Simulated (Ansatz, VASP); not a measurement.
# One calculation of Ti2Si, two programs

```
CELL_PARAMETERS angstrom
4.40150 0.00000 0.00000
-2.20075 3.81181 0.00000
0.00000 0.00000 2.65003
ATOMIC_POSITIONS crystal
Ti 0.33333 0.66667 0.50000
Ti 0.66667 0.33333 0.50000
Si 0.00000 0.00000 0.00000
```

Change from the starting cell: species swapped into the TbGa2 type (P6/mmm, No. 191).

Alike in both runs: task single point; functional PBE; k mesh 6 × 6 × 6; occupations gaussian, width 0.1 eV; collinear spin.

|  | VASP | Ansatz |
| --- | --- | --- |
| version | VASP 6.6.1 | Ansatz 0.2.0 |
| potentials or method | VASP PAW PBE potentials, release 64 (Ti_sv, Si) | scalar-relativistic, plane waves, PAW |
| plane-wave cutoff (eV) | 520 | 420 |
| valence electrons in the cell | 28 | 28 |

Ansatz gave:

| Item | Value |
| --- | --- |
| gap on the k mesh at the Fermi level (eV) | none |
| pressure (GPa) | 0.0 |
| net moment per atom (μB) | 0.00 |

Problem. Which values does VASP return?

Solution. gap on the k mesh at the Fermi level (eV): none; pressure (GPa): -0.1; net moment per atom (μB): 0.00.

A gap of «none» marks a metal or a gap that the smearing closes. The functional is the same, so the differences come from potentials, cutoffs and numerics. Ansatz warned: «seeded_moment_not_kept».

Caveats: the k mesh is coarse (spacing up to 0.40 Å⁻¹), so the values aren't converged.
